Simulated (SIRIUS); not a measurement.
# CdSe (Fm-3m) in SIRIUS: convergence with radial points in a sphere

Aim: find how far radial points in a sphere must go before the results for CdSe settle, at PBE. This setting moves, with any that are tied to it; all else stays.

Program: SIRIUS 7.12.0. These are calculated values, not measurements. Logs are shortened: lines on timing, memory, paths and dates and some standing lists are left out, and cuts for length are marked. The log counts tension as positive stress, the text compression.

## Step 1: Starting point

The structure is cubic, space group Fm-3m (No. 225). The conventional cell has a = 5.748 Å, b = 5.748 Å, c = 5.748 Å, α = 90.00°, β = 90.00°, γ = 90.00°. Cd (site symmetry m-3m) has 6 Se at 2.87 Å as nearest neighbours. Se (site symmetry m-3m) is surrounded by 6 Cd at 2.87 Å.

Measurements of this composition are mostly on another form, of space group No. 186.

## Step 2: With radial points in a sphere 200

Contents of sirius.json:

```json
{
  "control": {
    "processing_unit": "cpu",
    "std_evp_solver_name": "lapack",
    "gen_evp_solver_name": "lapack",
    "verbosity": 2,
    "print_forces": true,
    "ortho_rf": true,
    "use_second_variation": true,
    "rmt_max": 3.0,
    "num_bands_to_print": 24,
    "save_wf": true
  },
  "parameters": {
    "electronic_structure_method": "full_potential_lapwlo",
    "xc_functionals": ["XC_GGA_X_PBE", "XC_GGA_C_PBE"],
    "core_relativity": "dirac",
    "valence_relativity": "iora",
    "num_fv_states": 28,
    "smearing": "fermi_dirac",
    "smearing_width": 0.0018374661,
    "pw_cutoff": 20,
    "gk_cutoff": 3.5,
    "lmax_apw": 10,
    "lmax_rho": 8,
    "lmax_pot": 8,
    "num_mag_dims": 0,
    "auto_rmt": 0,
    "ngridk": [8, 8, 8],
    "shiftk": [0, 0, 0],
    "num_dft_iter": 80,
    "energy_tol": 1e-07,
    "density_tol": 1e-05,
    "use_symmetry": true
  },
  "settings": {"tol_ne": 1e-10},
  "iterative_solver": {"type": "exact"},
  "mixer": {"type": "anderson", "beta": 0.5, "max_history": 8},
  "unit_cell": {
    "lattice_vectors": [[0.0, 5.4309935137, 5.4309935137], [5.4309935137, 0.0, 5.4309935137], [5.4309935137, 5.4309935137, 0.0]],
    "atom_types": ["Cd", "Se"],
    "atom_files": {"Cd": "Cd.json", "Se": "Se.json"},
    "atoms": {"Cd": [[0.0, 0.0, 0.0]], "Se": [[0.5, 0.5, 0.5]]}
  }
}
```

Contents of Cd.json:

```json
{
  "name": "cadmium",
  "symbol": "Cd",
  "number": 48,
  "mass": 112.411,
  "rmin": 1e-06,
  "rmt": 2.54,
  "nrmt": 200,
  "rinf": 14.45,
  "core": "1s2s2p3s3p3d",
  "valence": [
    {"basis": [{"enu": -0.04, "dme": 0, "n": 0, "auto": 0}, {"enu": -0.04, "dme": 1, "n": 0, "auto": 0}]},
    {"l": 0, "n": 1, "basis": [{"enu": 0.06, "dme": 0, "n": 0, "auto": 0}]},
    {"l": 1, "n": 2, "basis": [{"enu": 0.06, "dme": 0, "n": 0, "auto": 0}]},
    {"l": 2, "n": 3, "basis": [{"enu": -0.0002, "dme": 0, "n": 0, "auto": 0}]},
    {"l": 3, "n": 4, "basis": [{"enu": 0.06, "dme": 0, "n": 0, "auto": 0}]}
  ],
  "lo": [
    {"l": 0, "basis": [{"enu": 0.06, "dme": 0, "n": 0, "auto": 0}, {"enu": 0.06, "dme": 1, "n": 0, "auto": 0}]},
    {
      "l": 0,
      "basis": [{"enu": -3.5989, "dme": 0, "n": 4, "auto": 1}, {"enu": -3.5989, "dme": 1, "n": 4, "auto": 1}]
    },
    {
      "l": 0,
      "basis": [{"enu": -3.5989, "dme": 1, "n": 4, "auto": 1}, {"enu": 0.06, "dme": 0, "n": 0, "auto": 0}]
    },
    {"l": 0, "basis": [{"enu": 0.06, "dme": 0, "n": 0, "auto": 0}, {"enu": 2.54, "dme": 0, "n": 0, "auto": 0}]},
    {"l": 1, "basis": [{"enu": 0.06, "dme": 0, "n": 0, "auto": 0}, {"enu": 0.06, "dme": 1, "n": 0, "auto": 0}]},
    {
      "l": 1,
      "basis": [{"enu": -2.1796, "dme": 0, "n": 4, "auto": 1}, {"enu": -2.1796, "dme": 1, "n": 4, "auto": 1}]
    },
    {
      "l": 1,
      "basis": [{"enu": -2.1796, "dme": 1, "n": 4, "auto": 1}, {"enu": 0.06, "dme": 0, "n": 0, "auto": 0}]
    },
    {"l": 1, "basis": [{"enu": 0.06, "dme": 0, "n": 0, "auto": 0}, {"enu": 2.912, "dme": 0, "n": 0, "auto": 0}]},
    {
      "l": 2,
      "basis": [{"enu": -0.0002, "dme": 0, "n": 0, "auto": 0}, {"enu": -0.0002, "dme": 1, "n": 0, "auto": 0}]
    },
    {
      "l": 2,
      "basis": [{"enu": -0.0002, "dme": 1, "n": 0, "auto": 0}, {"enu": -0.0002, "dme": 2, "n": 0, "auto": 0}]
    },
    {
      "l": 2,
      "basis": [{"enu": -0.0002, "dme": 0, "n": 0, "auto": 0}, {"enu": 2.4178, "dme": 0, "n": 0, "auto": 0}]
    },
    {"l": 3, "basis": [{"enu": 0.06, "dme": 0, "n": 0, "auto": 0}, {"enu": 0.06, "dme": 1, "n": 0, "auto": 0}]},
    {"l": 3, "basis": [{"enu": 0.06, "dme": 0, "n": 0, "auto": 0}, {"enu": 2.757, "dme": 0, "n": 0, "auto": 0}]}
  ],
  "free_atom": [... radial grid and density of the free atom, the start of the SCF ...]
}
```

Contents of Se.json:

```json
{
  "name": "selenium",
  "symbol": "Se",
  "number": 34,
  "mass": 78.96,
  "rmin": 1e-06,
  "rmt": 2.4,
  "nrmt": 200,
  "rinf": 13.6,
  "core": "1s2s2p3s",
  "valence": [
    {"basis": [{"enu": -0.04, "dme": 0, "n": 0, "auto": 0}, {"enu": -0.04, "dme": 1, "n": 0, "auto": 0}]},
    {"l": 0, "n": 1, "basis": [{"enu": -0.0883, "dme": 0, "n": 0, "auto": 0}]},
    {"l": 1, "n": 2, "basis": [{"enu": 0.06, "dme": 0, "n": 0, "auto": 0}]},
    {"l": 2, "n": 3, "basis": [{"enu": 0.06, "dme": 0, "n": 0, "auto": 0}]},
    {"l": 3, "n": 4, "basis": [{"enu": 0.06, "dme": 0, "n": 0, "auto": 0}]}
  ],
  "lo": [
    {
      "l": 0,
      "basis": [{"enu": -0.0883, "dme": 0, "n": 0, "auto": 0}, {"enu": -0.0883, "dme": 1, "n": 0, "auto": 0}]
    },
    {
      "l": 0,
      "basis": [{"enu": -0.0883, "dme": 1, "n": 0, "auto": 0}, {"enu": -0.0883, "dme": 2, "n": 0, "auto": 0}]
    },
    {
      "l": 0,
      "basis": [{"enu": -0.0883, "dme": 0, "n": 0, "auto": 0}, {"enu": 1.995, "dme": 0, "n": 0, "auto": 0}]
    },
    {"l": 1, "basis": [{"enu": 0.06, "dme": 0, "n": 0, "auto": 0}, {"enu": 0.06, "dme": 1, "n": 0, "auto": 0}]},
    {
      "l": 1,
      "basis": [{"enu": -5.3006, "dme": 0, "n": 3, "auto": 1}, {"enu": -5.3006, "dme": 1, "n": 3, "auto": 1}]
    },
    {
      "l": 1,
      "basis": [{"enu": -5.3006, "dme": 1, "n": 3, "auto": 1}, {"enu": 0.06, "dme": 0, "n": 0, "auto": 0}]
    },
    {"l": 1, "basis": [{"enu": 0.06, "dme": 0, "n": 0, "auto": 0}, {"enu": 3.2544, "dme": 0, "n": 0, "auto": 0}]},
    {"l": 2, "basis": [{"enu": 0.06, "dme": 0, "n": 0, "auto": 0}, {"enu": 0.06, "dme": 1, "n": 0, "auto": 0}]},
    {
      "l": 2,
      "basis": [{"enu": -1.6595, "dme": 0, "n": 3, "auto": 1}, {"enu": -1.6595, "dme": 1, "n": 3, "auto": 1}]
    },
    {
      "l": 2,
      "basis": [{"enu": -1.6595, "dme": 1, "n": 3, "auto": 1}, {"enu": 0.06, "dme": 0, "n": 0, "auto": 0}]
    },
    {"l": 2, "basis": [{"enu": 0.06, "dme": 0, "n": 0, "auto": 0}, {"enu": 3.6711, "dme": 0, "n": 0, "auto": 0}]},
    {"l": 3, "basis": [{"enu": 0.06, "dme": 0, "n": 0, "auto": 0}, {"enu": 0.06, "dme": 1, "n": 0, "auto": 0}]},
    {"l": 3, "basis": [{"enu": 0.06, "dme": 0, "n": 0, "auto": 0}, {"enu": 3.0808, "dme": 0, "n": 0, "auto": 0}]}
  ],
  "free_atom": [... radial grid and density of the free atom, the start of the SCF ...]
}
```

Contents of sirius_start.json:

```json
{
  "control": {
    "processing_unit": "cpu",
    "std_evp_solver_name": "lapack",
    "gen_evp_solver_name": "lapack",
    "verbosity": 1,
    "print_forces": false,
    "ortho_rf": true,
    "use_second_variation": true,
    "rmt_max": 3.0,
    "num_bands_to_print": 24,
    "save_wf": false
  },
  "parameters": {
    "electronic_structure_method": "full_potential_lapwlo",
    "xc_functionals": ["XC_LDA_X", "XC_LDA_C_PW"],
    "core_relativity": "dirac",
    "valence_relativity": "iora",
    "num_fv_states": 28,
    "smearing": "fermi_dirac",
    "smearing_width": 0.0055123983,
    "pw_cutoff": 20,
    "gk_cutoff": 2.8,
    "lmax_apw": 10,
    "lmax_rho": 8,
    "lmax_pot": 8,
    "num_mag_dims": 0,
    "auto_rmt": 0,
    "ngridk": [3, 3, 3],
    "shiftk": [0, 0, 0],
    "num_dft_iter": 30,
    "energy_tol": 0.01,
    "density_tol": 0.05,
    "use_symmetry": true
  },
  "settings": {"tol_ne": 1e-10},
  "iterative_solver": {"type": "exact"},
  "mixer": {"type": "anderson", "beta": 0.5, "max_history": 8},
  "unit_cell": {
    "lattice_vectors": [[0.0, 5.4309935137, 5.4309935137], [5.4309935137, 0.0, 5.4309935137], [5.4309935137, 5.4309935137, 0.0]],
    "atom_types": ["Cd", "Se"],
    "atom_files": {"Cd": "Cd.json", "Se": "Se.json"},
    "atoms": {"Cd": [[0.0, 0.0, 0.0]], "Se": [[0.5, 0.5, 0.5]]}
  }
}
```

Potentials or basis: all-electron FP-LAPW, apw+lo standard.

Run with:

```sh
$ OMP_NUM_THREADS=1 sirius.scf --input=sirius_start.json --output=start.json
$ OMP_NUM_THREADS=1 sirius.scf --input=sirius.json --output=output.json --task=1
```

Log:

```text
[info] SIRIUS version : 7.12.0
[info] number of MPI ranks           : 1
[info] MPI grid                      : 1 1
[info] maximum number of OMP threads : 1
[fft] FFT context for density and potential
[fft] =====================================
[fft]   plane wave cutoff                     : 20
[fft]   grid size                             : 54 54 54   total : 157464
[fft]   grid limits                           : -26 27   -26 27   -26 27
[fft]   number of G-vectors within the cutoff : 43407
[fft]   number of G-shells                    : 1147
[fft] FFT context for coarse grid
[fft] =====================================
[fft]   plane wave cutoff                     : 7
[fft]   grid size                             : 20 20 20   total : 8000
[fft]   grid limits                           : -9 10   -9 10   -9 10
[fft]   number of G-vectors within the cutoff : 1837
[fft]   number of G-shells                    : 72
[unit cell] lattice vectors
[unit cell]   a1 :       0.0000000000      5.4309935137      5.4309935137
[unit cell]   a2 :       5.4309935137      0.0000000000      5.4309935137
[unit cell]   a3 :       5.4309935137      5.4309935137      0.0000000000
[unit cell] reciprocal lattice vectors
[unit cell]   b1 :      -0.5784563443      0.5784563443      0.5784563443
[unit cell]   b2 :       0.5784563443     -0.5784563443      0.5784563443
[unit cell]   b3 :       0.5784563443      0.5784563443     -0.5784563443
[unit cell] unit cell volume :       320.38180807 [a.u.^3]
[unit cell] 1/sqrt(omega)    :         0.05586838
[unit cell] MT volume        :       126.54780896 (39.50%)
[unit cell] IT volume        :       193.83399911 (60.50%)
[unit cell] number of atom types : 2
[unit cell] type id : 0 symbol : Cd mt_radius :   2.540000 num_atoms : 1
[unit cell] type id : 1 symbol : Se mt_radius :   2.400000 num_atoms : 1
[unit cell] total number of atoms : 2
[unit cell] number of symmetry classes : 2
[unit cell] atom id  type id  class id             position                      vector_field
[unit cell] ------------------------------------------------------------------------------------------
[unit cell]      0        0        0      0.00000   0.00000   0.00000      0.00000   0.00000   0.00000
[unit cell]      1        1        1      0.50000   0.50000   0.50000      0.00000   0.00000   0.00000
[unit cell] atom id         position (Cartesian, a.u.)
[unit cell] ---------------------------------------------
[... 371 lines left out ...]
[generate_core_charge_density] atom class : 0
[generate_core_charge_density]   n,l,k : 1 0 1  energy :        -973.95949632
[generate_core_charge_density]   n,l,k : 2 0 1  energy :        -144.30663541
[generate_core_charge_density]   n,l,k : 2 1 1  energy :        -134.32019201
[generate_core_charge_density]   n,l,k : 2 1 2  energy :        -127.24626184
[generate_core_charge_density]   n,l,k : 3 0 1  energy :         -26.65480514
[generate_core_charge_density]   n,l,k : 3 1 1  energy :         -22.65303181
[generate_core_charge_density]   n,l,k : 3 1 2  energy :         -21.38962998
[generate_core_charge_density]   n,l,k : 3 2 2  energy :         -14.30962739
[generate_core_charge_density]   n,l,k : 3 2 3  energy :         -14.05289060
[generate_core_charge_density] atom class : 1
[generate_core_charge_density]   n,l,k : 1 0 1  energy :        -459.06250557
[... 29 lines left out ...]
[find] valence_eval_sum               :     -68.62614342
[find] core_eval_sum                  :   -4699.43531612
[find] kinetic energy                 :    8353.85345601
[find] enuc                           :   -9734.62229822
[find] <rho|V^{XC}>                   :    -316.48520067
[find] <rho|E^{XC}>                   :    -242.79562061
[find] <mag|B^{XC}>                   :       0.00000000
[find] <rho|V^{H}>                    :  -12805.42971488
[find] smearing (-TS)                 :      -0.00010202
[find] SCF correction                 :       0.00000659
[find] Total energy                   :   -8026.27931367 (Ha),  -16052.55862734 (Ry)
[find] Free energy (E-TS)             :   -8026.27941568 (Ha),  -16052.55883137 (Ry)
[find] band gap (eV)                  :       0.00000000
[find] Efermi                         :       0.15900255
[find] iteration : 8, RMS (target) : 4.7083e-07 (1.0000e-05) , energy difference (target) : -7.4542e-09 (1.0000e-07)
[find] converged after 9 SCF iterations!
Warning in function "check_num_electrons" at src/density/density.cpp:1179
wrong number of electrons
  obtained value : 82.0003
  target value : 82
  difference : 0.000293659
  total core leakage : 1.74452e-06
    atom class : 0, core leakage : -2.68861e-09
    atom class : 1, core leakage : 1.74721e-06
[find] Charges and magnetic moments
[find] --------------------------------------------------------------------------------
[find] atom      charge    core leakage
[find] --------------------------------------------------------------------------------
[find]    0   46.384293   -2.688605e-09
[find]    1   32.478597    1.747205e-06
[find] total core leakage    : 1.74451678e-06
[find] interstitial charge   : 3.137404
[find] total charge          : 82.000294
[find] Energy
[find] --------------------------------------------------------------------------------
[find] valence_eval_sum               :     -68.62614342
[find] core_eval_sum                  :   -4699.43531612
[find] kinetic energy                 :    8353.85345601
[find] enuc                           :   -9734.62229822
[find] <rho|V^{XC}>                   :    -316.48520067
[find] <rho|E^{XC}>                   :    -242.79562061
[find] <mag|B^{XC}>                   :       0.00000000
[find] <rho|V^{H}>                    :  -12805.42971488
[find] smearing (-TS)                 :      -0.00010202
[find] SCF correction                 :       0.00000659
[find] Total energy                   :   -8026.27931367 (Ha),  -16052.55862734 (Ry)
[find] Free energy (E-TS)             :   -8026.27941568 (Ha),  -16052.55883137 (Ry)
[find] band gap (eV)                  :       0.00000000
[find] Efermi                         :       0.15900255
[ground_state]
[ground_state] ==== total Forces in Ha/bohr =====
[ground_state] atom:    0, force:       0.0000000      0.0000000      0.0000000
[ground_state] atom:    1, force:       0.0000000      0.0000000      0.0000000
[ground_state] ==== contribution from density =====
[ground_state] atom:    0, force:       0.0000000      0.0000000      0.0000000
[ground_state] atom:    1, force:       0.0000000      0.0000000      0.0000000
[ground_state] ==== contribution from Hartree potential =====
[ground_state] atom:    0, force:       0.0000000      0.0000000      0.0000000
[ground_state] atom:    1, force:       0.0000000      0.0000000      0.0000000
[ground_state] ==== contribution from IBS =====
[ground_state] atom:    0, force:       0.0000000      0.0000000      0.0000000
[ground_state] atom:    1, force:       0.0000000      0.0000000      0.0000000
```

It took 44 s on 1 thread of Arm Neoverse V2, shared host; peak memory 0.38 GiB.

Results:

* Free energy: -218406.1893 eV
* Band gap on the k mesh: none (metal or under the smearing width)
* All electrons inside the program's atomic spheres: Cd 46.38; Se 32.48 (radii Cd 2.54, Se 2.4 bohr)

## Step 3: With radial points in a sphere 300

sirius.json is that of step 2.

Cd.json: that of step 2 with these lines changed.

```diff
@@ -7,3 +7,3 @@
   "rmt": 2.54,
-  "nrmt": 200,
+  "nrmt": 300,
   "rinf": 14.45,
```

Se.json: that of step 2 with these lines changed.

```diff
@@ -7,3 +7,3 @@
   "rmt": 2.4,
-  "nrmt": 200,
+  "nrmt": 300,
   "rinf": 13.6,
```

sirius_start.json is that of step 2.

Potentials or basis: all-electron FP-LAPW, apw+lo standard.

Run with:

```sh
$ OMP_NUM_THREADS=1 sirius.scf --input=sirius_start.json --output=start.json
$ OMP_NUM_THREADS=1 sirius.scf --input=sirius.json --output=output.json --task=1
```

Run time: 42 s. Hardware: 1 thread of Arm Neoverse V2, shared host; peak memory 0.39 GiB.

Results:

```yaml
Free_energy: -218406.1401 eV
Band_gap_on_the_k_mesh: none (metal or under the smearing width)
All_electrons_inside_the_program's_atomic_spheres: Cd 46.38; Se 32.48 (radii Cd 2.54, Se 2.4 bohr)
```

## Step 4: With radial points in a sphere 450

sirius.json is that of step 3.

Cd.json: that of step 3 with these lines changed.

```diff
@@ -7,3 +7,3 @@
   "rmt": 2.54,
-  "nrmt": 300,
+  "nrmt": 450,
   "rinf": 14.45,
```

Se.json: that of step 3 with these lines changed.

```diff
@@ -7,3 +7,3 @@
   "rmt": 2.4,
-  "nrmt": 300,
+  "nrmt": 450,
   "rinf": 13.6,
```

sirius_start.json is that of step 3.

Run with:

```sh
$ OMP_NUM_THREADS=1 sirius.scf --input=sirius_start.json --output=start.json
$ OMP_NUM_THREADS=1 sirius.scf --input=sirius.json --output=output.json --task=1
```

Wall time 45 s (1 thread of Arm Neoverse V2, shared host); peak memory 0.4 GiB.

What came out:

- Free energy: -218406.1293 eV
- Band gap on the k mesh: none (metal or under the smearing width)
- All electrons inside the program's atomic spheres: Cd 46.38; Se 32.48 (radii Cd 2.54, Se 2.4 bohr)

## Step 5: With radial points in a sphere 700

sirius.json is that of step 4.

Cd.json: that of step 4 with these lines changed.

```diff
@@ -7,3 +7,3 @@
   "rmt": 2.54,
-  "nrmt": 450,
+  "nrmt": 700,
   "rinf": 14.45,
```

Se.json: that of step 4 with these lines changed.

```diff
@@ -7,3 +7,3 @@
   "rmt": 2.4,
-  "nrmt": 450,
+  "nrmt": 700,
   "rinf": 13.6,
```

sirius_start.json is that of step 4.

Run with:

```sh
$ OMP_NUM_THREADS=1 sirius.scf --input=sirius_start.json --output=start.json
$ OMP_NUM_THREADS=1 sirius.scf --input=sirius.json --output=output.json --task=1
```

Wall time 50 s (1 thread of Arm Neoverse V2, shared host); peak memory 0.43 GiB.

What came out:

```
Free energy                                       : -218406.1270 eV
Band gap on the k mesh                            : none (metal or under the smearing width)
All electrons inside the program's atomic spheres : Cd 46.38; Se 32.48 (radii Cd 2.54, Se 2.4 bohr)
```

## Step 6: With radial points in a sphere 1000

sirius.json is that of step 5.

Cd.json: that of step 5 with these lines changed.

```diff
@@ -7,3 +7,3 @@
   "rmt": 2.54,
-  "nrmt": 700,
+  "nrmt": 1000,
   "rinf": 14.45,
```

Se.json: that of step 5 with these lines changed.

```diff
@@ -7,3 +7,3 @@
   "rmt": 2.4,
-  "nrmt": 700,
+  "nrmt": 1000,
   "rinf": 13.6,
```

sirius_start.json is that of step 5.

Potentials or basis: all-electron FP-LAPW, apw+lo standard.

Run with:

```sh
$ OMP_NUM_THREADS=1 sirius.scf --input=sirius_start.json --output=start.json
$ OMP_NUM_THREADS=1 sirius.scf --input=sirius.json --output=output.json --task=1
```

Wall time 57 s (1 thread of Arm Neoverse V2, shared host); peak memory 0.49 GiB.

It converged, with:

```
Free energy                                       : -218406.1266 eV
Band gap on the k mesh                            : none (metal or under the smearing width)
All electrons inside the program's atomic spheres : Cd 46.38; Se 32.48 (radii Cd 2.54, Se 2.4 bohr)
```

## Step 7: With radial points in a sphere 1500

sirius.json is that of step 6.

Cd.json: that of step 6 with these lines changed.

```diff
@@ -7,3 +7,3 @@
   "rmt": 2.54,
-  "nrmt": 1000,
+  "nrmt": 1500,
   "rinf": 14.45,
```

Se.json: that of step 6 with these lines changed.

```diff
@@ -7,3 +7,3 @@
   "rmt": 2.4,
-  "nrmt": 1000,
+  "nrmt": 1500,
   "rinf": 13.6,
```

sirius_start.json is that of step 6.

Run with:

```sh
$ OMP_NUM_THREADS=1 sirius.scf --input=sirius_start.json --output=start.json
$ OMP_NUM_THREADS=1 sirius.scf --input=sirius.json --output=output.json --task=1
```

It took 67 s on 1 thread of Arm Neoverse V2, shared host; peak memory 0.57 GiB.

The run converged. Its results:

```
Free energy                                       : -218406.1265 eV
Band gap on the k mesh                            : none (metal or under the smearing width)
All electrons inside the program's atomic spheres : Cd 46.38; Se 32.48 (radii Cd 2.54, Se 2.4 bohr)
```

(Part 1 of 2 ends here.)
